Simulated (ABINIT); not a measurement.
Runs of ABINIT 10.8.3 (patched build) on CdS (Hawleyite). Symmetry: F-43m, No. 216, cubic system. The conventional cell has a = 5.833 Å, b = 5.833 Å, c = 5.833 Å, α = 90.00°, β = 90.00°, γ = 90.00°. Around Cd (site symmetry -43m) lie 4 S at 2.53 Å. S (site symmetry -43m) has 4 Cd at 2.53 Å as nearest neighbours. 

```csv
task,level,potentials or basis,k mesh,cutoff (eV),fine-grid cutoff,most SCF steps,mesh quality,gap on the mesh (eV),V0 of scaled cells (Å³/atom),B0 (GPa)
equation of state,WC,JTH PAW PBE v2.0,8 × 8 × 8,544,1088.46 eV,-,not flagged,-,24.76,(b)
single point,PBE,JTH PAW PBE v2.0,10 × 10 × 10,544,1088.46 eV,-,not flagged,(a),-,-
single point,PBE0-1/3,SPMS NC PBE v1.0,3 × 3 × 3,1034,-,60,coarse,3.48,-,-
equation of state,LDA-PZ,JTH PAW LDA v2.0,8 × 8 × 8,544,1088.46 eV,-,not flagged,-,23.88,68
single point,LDA,JTH PAW LDA v2.0,10 × 10 × 10,544,1088.46 eV,-,not flagged,0.84,-,-
```

Alike in all rows: no spin polarisation; cell as given; smearing fermi-dirac 0.05 eV.

Question: Estimate the missing entries.

Answer: (a) 1.13; (b) 62.

Caveats: some runs use coarse meshes; pressures at fixed basis lie under the slope of the energies (some runs); the PAW data sets were made with another functional, which shifts forces and pressure a little (some runs); exact exchange is summed on a coarse mesh, which widens gaps by tenths of an eV (some runs); the potentials were made for another functional, which shifts forces and pressure (some runs).

A k mesh can miss the band edges, and the runs leave out spin-orbit coupling on Cd.

The runs don't all hold the same shells in valence.
